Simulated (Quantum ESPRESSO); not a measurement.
# Dipole at the next field: 2H-WS2, 1 layer

**Set-up.** Quantum ESPRESSO 7.5, PBE, PseudoDojo norm-conserving; sawtooth field along the normal with dipole correction, ions clamped, threshold 1e-9 Ry; cell area 8.797 Å².

```tsv
field (V/Å)	dipole (e Å a cell)
0	0.00000
0.1	0.02473
0.2	0.04947
```

**Question.** What is the dipole at 0.4 V/Å, and what electrostatic thickness 4πα/A follows from the rows?

**Fit.** The slope is (0.04947 − (0.00000))/0.2 = 0.2473 e Å²/V, so 4πα/A = 180.95 × 0.2473/8.797 = 5.09 Å. Linear response gives p = 0.00000 + 0.2473 × (0.4) = 0.09894 e Å; a parabola through the three rows gives 0.09898.

**The withheld run.** p = 0.09914 e Å. The line misses by 0.2 % of the induced dipole and the parabola by 0.2 %. The response is linear over this range.

Caveats: Electrons alone respond; local and semilocal functionals tend to overscreen.

[Logs are printed without paths, hosts, clocks, repeated set-up lines and the standing remarks that a program may print on its own settings, such as how far it seeks lower states.]
